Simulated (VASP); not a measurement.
# MgO (Fm-3m) in VASP: a series of runs

The runs below take MgO through relaxation of cell and atoms, single point, with optB86b-vdW, PBE, HSE03+D3(BJ).

Program: VASP 6.6.1. These are calculated values, not measurements. Logs are shortened: lines on timing, memory, paths and dates and some standing lists are left out, and cuts for length are marked.

**What was measured.**

From “Electronic structure of alkaline earth and post-transition metal oxides”, 2009, arxiv:0908.1581, for a bulk crystal of MgO: band gap 7.83 eV.

How close the calculation comes is told below.

**1. The crystal as given**

The structure is cubic, space group Fm-3m (No. 225). The conventional cell has a = 4.194 Å, b = 4.194 Å, c = 4.194 Å, α = 90.00°, β = 90.00°, γ = 90.00°. Mg (site symmetry m-3m) is surrounded by 6 O at 2.10 Å. O (site symmetry m-3m) is surrounded by 6 Mg at 2.10 Å.

The cell is a database's computed one.

**2. Relaxation of cell and atoms, optB86b-vdW (atoms moved at random, drawn with an rms of 0.02 Å)**

INCAR

```
SYSTEM = MgO
AGGAC = 0.0 ; ALGO = Normal
EDIFF = 1E-7 ; EDIFFG = -0.02
ENCUT = 480 ; GGA = MK
IBRION = 2 ; ISIF = 3
ISMEAR = -1 ; LASPH = .TRUE.
LCHARG = .FALSE. ; LREAL = .FALSE.
LUSE_VDW = .TRUE. ; LWAVE = .FALSE.
NELM = 100 ; NSW = 40
PARAM1 = 0.1234 ; PARAM2 = 1.0
PREC = Accurate ; SIGMA = 0.05
```

KPOINTS

```
k-points
0
G
  11 11 11
  0 0 0
```

POSCAR

```
MgO
1.0
    0.0000000000      2.0970013927      2.0970013927
    2.0970013927      0.0000000000      2.0970013927
    2.0970013927      2.0970013927      0.0000000000
Mg O
1 1
Direct
   -0.0035920000     -0.0040530000      0.0095850000
    0.4991780000      0.5060980000      0.4910500000
```

Potentials or basis: VASP PAW PBE potentials, release 64 (Mg, O_s).

Command:

```bash
cat potpaw_PBE.64/Mg/POTCAR potpaw_PBE.64/O_s/POTCAR > POTCAR
mpirun -np 1 vasp_std > vasp.out
```

OUTCAR:

```text
SYSTEM = MgO
   EDIFF = 1E-7
   EDIFFG = -0.02
   ENCUT = 480
   GGA = MK
   IBRION = 2
   ISIF = 3
   ISMEAR = -1
   LASPH = .TRUE.
   LREAL = .FALSE.
   NELM = 100
   NSW = 40
   PREC = Accurate

 ion  position               nearest neighbor table
   1  0.996  0.996  0.010-   2 2.06   2 2.07   2 2.08   2 2.12   2 2.12   2 2.13
   2  0.499  0.506  0.491-   1 2.06   1 2.07   1 2.08   1 2.12   1 2.12   1 2.13

  LATTYP: Found a face centered cubic cell.
 ALAT       =     4.1940027854

  Lattice vectors:

 A1 = (   0.0000000000,   2.0970013927,   2.0970013927)
 A2 = (   2.0970013927,   0.0000000000,   2.0970013927)
 A3 = (   2.0970013927,   2.0970013927,   0.0000000000)

Analysis of symmetry for initial positions (statically):
=====================================================================
 Subroutine PRICEL returns:
 Original cell was already a primitive cell.

 Routine SETGRP: Setting up the symmetry group for a
 face centered cubic supercell.

 Subroutine GETGRP returns: Found  1 space group operations
 (whereof  1 operations were pure point group operations)
 out of a pool of 48 trial point group operations.

The static configuration has the point symmetry C_1 .

Analysis of symmetry for dynamics (positions and initial velocities):
=====================================================================
 Subroutine PRICEL returns:
 Original cell was already a primitive cell.

 Routine SETGRP: Setting up the symmetry group for a
 face centered cubic supercell.

 Subroutine GETGRP returns: Found  1 space group operations
 (whereof  1 operations were pure point group operations)
 out of a pool of 48 trial point group operations.

The dynamic configuration has the point symmetry C_1 .

 Subroutine INISYM returns: Found  1 space group operations
 (whereof  1 operations are pure point group operations),
 and found     1 'primitive' translations

----------------------------------------------------------------------------------------

                                     Primitive cell

  volume of cell :      18.4428

  direct lattice vectors                    reciprocal lattice vectors
     0.000000000  2.097001393  2.097001393    -0.238435702  0.238435702  0.238435702
     2.097001393  0.000000000  2.097001393     0.238435702 -0.238435702  0.238435702
     2.097001393  2.097001393  0.000000000     0.238435702  0.238435702 -0.238435702

  length of vectors
     2.965607810  2.965607810  2.965607810     0.412982751  0.412982751  0.412982751

  position of ions in fractional coordinates (direct lattice)
     0.996408000  0.995947000  0.009585000
     0.499178000  0.506098000  0.491050000

  ion indices of the primitive-cell ions
   primitive index   ion index
                 1           1
                 2           2

----------------------------------------------------------------------------------------

 KPOINTS: k-points

Automatic generation of k-mesh.
 Grid dimensions read from file:
 generate k-points for:   11   11   11

 Generating k-lattice:

  Cartesian coordinates                     Fractional coordinates (reciprocal lattice)
    -0.021675973  0.021675973  0.021675973     0.090909091  0.000000000  0.000000000
     0.021675973 -0.021675973  0.021675973     0.000000000  0.090909091  0.000000000
     0.021675973  0.021675973 -0.021675973     0.000000000  0.000000000  0.090909091

  Length of vectors
     0.037543886  0.037543886  0.037543886

  Shift w.r.t. Gamma in fractional coordinates (k-lattice)
     0.000000000  0.000000000  0.000000000

 Subroutine IBZKPT returns following result:
 ===========================================

 Found    666 irreducible k-points:

 Following reciprocal coordinates:
            Coordinates               Weight
  0.000000  0.000000  0.000000      1.000000
  0.090909  0.000000  0.000000      2.000000
  0.000000  0.090909  0.000000      2.000000
  0.000000  0.000000  0.090909      2.000000
  0.090909  0.090909  0.090909      2.000000
  0.181818  0.000000  0.000000      2.000000
[... 42 lines left out ...]
  0.363636  0.090909  0.000000      2.000000
  0.000000  0.363636  0.090909      2.000000
 [... further k-points ...]
   k-points           NKPTS =    666   k-points in BZ     NKDIM =    666   number of bands    NBANDS=      8
   number of dos      NEDOS =    301   number of ions     NIONS =      2
   total plane-waves  NPLWV =  13824
   dimension x,y,z NGX =    24 NGY =   24 NGZ =   24
   dimension x,y,z NGXF=    48 NGYF=   48 NGZF=   48
   ions per type =               1   1
   NGX,Y,Z   is equivalent  to a cutoff of  13.45, 13.45, 13.45 a.u.
   NGXF,Y,Z  is equivalent  to a cutoff of  26.91, 26.91, 26.91 a.u.
 SYSTEM =  MgO
   PREC   = accura    normal or accurate (medium, high low for compatibility)
   ISTART =      0    job   : 0-new  1-cont  2-samecut
   ICHARG =      2    charge: 1-file 2-atom 10-const
   ISPIN  =      1    spin polarized calculation?
   LNONCOLLINEAR =      F non collinear calculations
   LSORBIT =      F    spin-orbit coupling
   LASPH  =      T    aspherical Exc in radial PAW
   ENCUT  =  480.0 eV  35.28 Ry    5.94 a.u.   5.30  5.30  5.30*2*pi/ulx,y,z
   NELM   =    100;   NELMIN=  2; NELMDL= -5     # of ELM steps
   EDIFF  = 0.1E-06   stopping-criterion for ELM
   LREAL  =      F    real-space projection
   EDIFFG = -.2E-01   stopping-criterion for IOM
   NSW    =     40    number of steps for IOM
   IBRION =      2    ionic relax: 0-MD 1-quasi-New 2-CG
   NFREE  =      1    steps in history (QN), initial steepest desc. (CG)
   ISIF   =      3    stress and relaxation
   ISYM   =      2    0-nonsym 1-usesym 2-fastsym
   POTIM  = 0.5000    time-step for ionic-motion
   TEBEG  =    0.0;   TEEND  =   0.0 temperature during run
   PSTRESS=    0.0 pullay stress
   NELECT =       8.0000    total number of electrons
   NUPDOWN=      -1.0000    fix difference up-down
   EMIN   =  10.00;   EMAX   =-10.00  energy-range for DOS
   EFERMI =   0.00;   METHOD = LEGACY
   ISMEAR =    -1;   SIGMA  =   0.05  broadening in eV -4-tet -1-fermi 0-gaus
   EFERMI_NEDOS =   21; number of points for ismear=-14 and -15
   IALGO  =     38    algorithm
   IMIX   =      4    mixing-type and parameters
     AMIX     =   0.40;   BMIX     =  1.00
     AMIX_MAG =   1.60;   BMIX_MAG =  1.00
  volume/ion in A,a.u.               =       9.22        62.23
  Fermi-wavevector in a.u.,A,eV,Ry     =   1.239261  2.341864 20.895389  1.535768
  Thomas-Fermi vector in A             =   2.373752
   LORBIT       =      0    0 simple, 1 ext, 2 COOP (PROOUT), +10 PAW based schemes
   GGA     = MK    functional components
   LHFCALC =     F    Hartree Fock is set to
   AEXX    =    0.0000 exact exchange contribution
   IVDW_NL    =     1    kernel type
   BPARAM     = 6.3000
   IVDW    =     0    specifies the selected vdW correction
   LEPSILON=     F    determine dielectric tensor
   LRPA    =     F    only Hartree local field effects (RPA)
 conjugate gradient relaxation of ions
 non-spin polarized calculation
  energy-cutoff  :      480.00
  volume of cell :       18.44
 maximum number of plane-waves:       459
 NGX is ok and might be reduce to    24
   NGX = 11   NGY = 11   NGZ = 11

--------------------------------------- Ionic step        1  -------------------------------------------

 number of electron       8.0000000 magnetization

 Free energy of the ion-electron system (eV)
  ---------------------------------------------------
  ext. energy  EPLUGINS =         0.00000000
  ---------------------------------------------------
  free energy    TOTEN  =        -9.19584290 eV

  energy without entropy =       -9.19584290  energy(sigma->0) =       -9.19584290

------------------------ aborting loop because EDIFF is reached ----------------------------------------

  FORCE on cell =-STRESS in cart. coord.  units (eV):
  Direction    XX          YY          ZZ          XY          YZ          ZX
  --------------------------------------------------------------------------------------
  -------------------------------------------------------------------------------------
  Total        0.3565527      0.3917375      0.3756128     -0.0047096      0.0072942      0.0038482
  in kB       30.9747721     34.0313809     32.6305800     -0.4091396      0.6336684      0.3343061
  external PRESSURE =      32.5455777 kB  Pullay stress =       0.0000000 kB
[... 137 lines left out ...]
Total vdW correction in eV:      2.0381661

--------------------------------------- Ionic step        5  -------------------------------------------

 number of electron       8.0000002 magnetization

 Free energy of the ion-electron system (eV)
  ---------------------------------------------------
  ext. energy  EPLUGINS =         0.00000000
  ---------------------------------------------------
  free energy    TOTEN  =        -9.20542967 eV

  energy without entropy =       -9.20542967  energy(sigma->0) =       -9.20542967

 E-fermi :   4.3453     XC(G=0): -11.1283

 val. band max:        3.3448973619   @ k =   0.0000   0.0000   0.0000
 cond. band min:       8.1549342779   @ k =   0.0000   0.0000   0.0000
 fundamental gap:      4.8100369161
 Fermi energy:         4.3452915578

 k-point     1 :       0.0000    0.0000    0.0000
  band No.  band energies     occupation
      1     -13.8028      2.00000
      2       3.3435      2.00000
      3       3.3440      2.00000
      4       3.3449      2.00000
      5       8.1549      0.00000
      6      19.1628      0.00000
      7      19.1661      0.00000
      8      19.1692      0.00000
[... 419 lines left out ...]
 k-point    40 :       0.0909    0.0909   -0.1818
  band No.  band energies     occupation
      1     -13.1871      2.00000
      2       0.7738      2.00000
      3       2.8771      2.00000
      4       2.8909      2.00000
      5      10.7373      0.00000
      6      15.7185      0.00000
      7      19.7287      0.00000
      8      20.1113      0.00000

 [... further k-points ...]
[... 5 lines left out ...]
  --------------------------------------------------------------------------------------
  -------------------------------------------------------------------------------------
  Total        0.0173324      0.0041812      0.0101810      0.0010287     -0.0015579     -0.0008556
  in kB        1.4792516      0.3568515      0.8689056      0.0877983     -0.1329609     -0.0730230
  external PRESSURE =       0.9016696 kB  Pullay stress =       0.0000000 kB
[... 17 lines left out ...]
  FREE ENERGIE OF THE ION-ELECTRON SYSTEM (eV)
  ---------------------------------------------------
  free  energy   TOTEN  =        -9.2054296719 eV

  energy  without entropy=       -9.2054296718  energy(sigma->0) =       -9.20542967

Total vdW correction in eV:      2.0365938

 reached required accuracy - stopping structural energy minimisation
```

Run time: 2.8 min. Hardware: 1 thread of Intel Xeon Platinum 8559C (Emerald Rapids), shared host; peak memory 0.35 GiB.

Results:

```
Free energy                            : -9.2054 eV
Relaxed volume                         : 9.39 Å³/atom
Relaxed cell                           : a = 2.984 Å, b = 2.983 Å, c = 2.983 Å, α = 60.01°, β = 59.99°, γ = 60.00°
Space group after relaxing (to 0.05 Å) : Fm-3m (No. 225)
Energy gained by relaxing              : 4.8 meV/atom
Ionic steps                            : 5
Pressure after relaxing                : 0.1 GPa
Largest force after relaxing           : 0.004 eV/Å
Band gap on the k mesh                 : 4.81 eV, direct
```

Forces in eV/Å, atoms in the order of the input:
```
Mg  -0.002 -0.003  0.002
O    0.002  0.003 -0.002
```

Step by step:
```csv
step,energy change (eV),largest force (eV/Å),pressure (GPa),volume (Å³)
1,0.0000,0.2785,3.25,18.44
2,-0.0079,0.1033,-1.35,18.95
3,-0.0079,0.1167,-0.96,18.90
4,-0.0094,0.0407,-0.26,18.81
5,-0.0096,0.0043,0.09,18.77
```

Final structure:
```
Mg O
1.0
    -0.00001    2.11007    2.10956
     2.10892    0.00003    2.10952
     2.10880    2.10991    0.00015
Mg O
1 1
Direct
  0.99777 0.00093 0.00047
  0.49781 0.50111 0.50016
```

Caveat: the PAW data sets were made with another functional, which shifts forces and pressure a little.

[end of part 1 of 2]
